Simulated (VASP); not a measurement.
# Pd: intraband terms of a metal's spectrum

Pd, P6_3/mmc (no. 194), 2 atoms in the cell. PBE, independent-particle dielectric function; PAW potentials Pd (PBE set).

## Input

INCAR.step1:
```
SYSTEM = Pd
PREC = Accurate
ENCUT = 290
ISMEAR = 1
SIGMA = 0.1
EDIFF = 1E-7
LASPH = .True.
KPAR = 4
LWAVE = .False.
LCHARG = .True.
LMAXMIX = 4
```

INCAR.step2:
```
SYSTEM = Pd
PREC = Accurate
ENCUT = 290
ISMEAR = 0
SIGMA = 0.3
EDIFF = 1E-6
LASPH = .True.
KPAR = 4
LWAVE = .True.
LCHARG = .False.
LMAXMIX = 4
ICHARG = 11
NBANDS = 28
NEDOS = 3000
OMEGAMAX = 30
CSHIFT = 0.1
```

INCAR.step3, as INCAR.step2 but for:
```
- LWAVE = .True.
+ LWAVE = .False.
+ LOPTICS = .True.
+ ALGO = None
+ NELM = 1
+ ISTART = 1
```

INCAR.step4, as INCAR.step3 but for:
```
+ WPLASMAI = 0.03
```

INCAR.step5 to INCAR.step6 change the same tag again: WPLASMAI = 0.1, 0.3.

INCAR.step7, as INCAR.step6 but for:
```
- WPLASMAI = 0.3
+ RTIME = 1
```

INCAR.step8, as INCAR.step7 but for:
```
- RTIME = 1
+ RTIME = 20
```

INCAR.step9, as INCAR.step8 but for:
```
- RTIME = 20
+ LNABLA = .True.
```

INCAR.step10, as INCAR.step9 but for:
```
- ISMEAR = 0
- LNABLA = .True.
+ ISMEAR = -5
```

KPOINTS.step1:
```
k-points
0
Gamma
  11 11 6
```

KPOINTS.step2:
```
k-points
0
Gamma
  17 17 9
```

POSCAR:
```
Pd
1.0
    2.7836650458      0.0000000000      0.0000000000
   -1.3918325229      2.4107246453      0.0000000000
    0.0000000000      0.0000000000      4.6288930000
Pd
2
Direct
    0.3333333333      0.6666666667      0.2500000000
    0.6666666667      0.3333333333      0.7500000000
```

Commands (each step's output is kept before the next begins):
```
cat potpaw_PBE.64/Pd/POTCAR > POTCAR
cp INCAR.step1 INCAR
cp KPOINTS.step1 KPOINTS
mpirun -np 4 vasp_std > vasp.out
cp INCAR.step2 INCAR
cp KPOINTS.step2 KPOINTS
mpirun -np 4 vasp_std > vasp.out
cp INCAR.step3 INCAR
mpirun -np 4 vasp_std > vasp.out
cp INCAR.step4 INCAR
mpirun -np 4 vasp_std > vasp.out
cp INCAR.step5 INCAR
mpirun -np 4 vasp_std > vasp.out
cp INCAR.step6 INCAR
mpirun -np 4 vasp_std > vasp.out
cp INCAR.step7 INCAR
mpirun -np 4 vasp_std > vasp.out
cp INCAR.step8 INCAR
mpirun -np 4 vasp_std > vasp.out
cp INCAR.step9 INCAR
mpirun -np 4 vasp_std > vasp.out
cp INCAR.step10 INCAR
mpirun -np 4 vasp_std > vasp.out
```

## Result

- Bands: 28

One ground state, settings moved in the last step alone:

| Settings | Plasma frequency (eV) | Im ε at 0.5 eV | Im ε at 1 eV | Im ε at 2 eV | Im ε at 4 eV | Time (s) |
|---|---|---|---|---|---|---|
| interband part alone | 6.03 | 64.5 | 41.2 | 19.6 | 6.1 | 20 |
| Drude term, WPLASMAI 0.03 | 6.03 | 73.1 | 42.3 | 19.8 | 6.2 | 20 |
| Drude term, WPLASMAI 0.1 | 6.03 | 92.4 | 44.8 | 20.1 | 6.2 | 18 |
| Drude term, WPLASMAI 0.3 | 6.03 | 128.5 | 51.2 | 21.0 | 6.3 | 17 |
| relaxation time RTIME 1 fs | 6.03 | 134.4 | 57.9 | 22.3 | 6.5 | 18 |
| relaxation time RTIME 20 fs | 6.03 | 74.0 | 42.4 | 19.8 | 6.2 | 17 |
| transversal form (LNABLA) | 5.73 | 57.3 | 37.8 | 18.5 | 6.0 | 16 |
| tetrahedron method | – | – | – | – | – | no result |

VASP 6.6.1 took 162 s on 4 cores (AMD EPYC 7R43 (Zen 3)), a shared host.
